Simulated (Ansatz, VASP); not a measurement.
## Two plane-wave programs on Ta

```xyz
1
Lattice="0.0000 2.1115 2.1115 2.1115 0.0000 2.1115 2.1115 2.1115 0.0000" Properties=species:S:1:pos:R:3 pbc="T T T"
Ta    0.0000    0.0000    0.0000
```

Alike in both runs: task single point; functional PBE; k mesh 13 × 13 × 13; occupations fermi-dirac, width 0.1 eV; non-collinear spin, spin-orbit coupling.

```csv
,VASP,Ansatz
version,VASP 6.6.1,Ansatz 0.2.0
potentials or method,"VASP PAW PBE potentials, release 64 (Ta_pv)","plane waves (420 eV) with PAW, fully relativistic with spin-orbit coupling"
plane-wave cutoff (eV),520,420
valence electrons in the cell,11,13
```

|  | VASP | Ansatz | Ansatz less VASP |
| --- | --- | --- | --- |
| net moment per atom (μB) | 0.00 | 0.00 | 0.000 |

The two sets of potentials don't hold the same shells in valence.
